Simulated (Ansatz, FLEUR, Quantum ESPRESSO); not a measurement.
**One calculation of MnO, 6 ways**

```
Mn O
1.0
     0.00000    2.22391    2.22391
     2.22391    0.00000    2.22391
     2.22391    2.22391    0.00000
Mn O
1 1
Direct
  0.00000 0.00000 0.00000
  0.50000 0.50000 0.50000
```

The cell is a database's computed one, not the measured one.

Alike in all runs: task band structure; functional PBE; k mesh 10 × 10 × 10; occupations fermi-dirac, width 0.05 eV; collinear spin, ferromagnetic start; no spin-orbit coupling. The measured crystal is an antiferromagnetic insulator; the state found here is the runs' own. Pressure is positive in compression and, in plane waves, holds the error of the finite cutoff, which Ansatz's Pulay term estimates and takes out.

```json
{"program and potentials": "Ansatz, Ansatz PAW polarizable", "plane-wave cutoff (eV)": "420", "notes": "Pulay term of +0.62 GPa included", "pressure (GPa)": "0.05", "net moment per atom (μB)": "2.40"}
{"program and potentials": "Ansatz, Ansatz PAW", "plane-wave cutoff (eV)": "420", "notes": "Pulay term of +0.62 GPa included", "pressure (GPa)": "0.05", "net moment per atom (μB)": "2.40"}
{"program and potentials": "Ansatz, SPMS NC", "plane-wave cutoff (eV)": "1034", "notes": "Pulay term of +0.51 GPa included", "pressure (GPa)": "0.31", "net moment per atom (μB)": "2.41"}
{"program and potentials": "Ansatz, all-electron LAPW, scalar-relativistic", "plane-wave cutoff (eV)": "-", "notes": "-", "pressure (GPa)": "0.07", "net moment per atom (μB)": "2.40"}
{"program and potentials": "Quantum ESPRESSO, PseudoDojo 0.4.1 SR PBE standard", "plane-wave cutoff (eV)": "1306", "notes": "-", "pressure (GPa)": "0.51", "net moment per atom (μB)": "2.42"}
{"program and potentials": "FLEUR, all-electron, FLAPW", "plane-wave cutoff (eV)": "-", "notes": "-", "pressure (GPa)": "-", "net moment per atom (μB)": "2.40"}
```

The pressure spans 0.05 (Ansatz, Ansatz PAW) to 0.51 GPa (Quantum ESPRESSO, PseudoDojo 0.4.1 SR PBE standard), with all-electron results at 0.07. The net moment per atom spans 2.40 (FLEUR, all-electron, FLAPW) to 2.42 μB (Quantum ESPRESSO, PseudoDojo 0.4.1 SR PBE standard), with all-electron results at 2.40. The state is the one that the start led to, which needn't be the lowest.

Differences between rows come from potentials, basis sets and numerical settings, since the functional is the same but for its coding. Runs on potential files found faulty are left out.
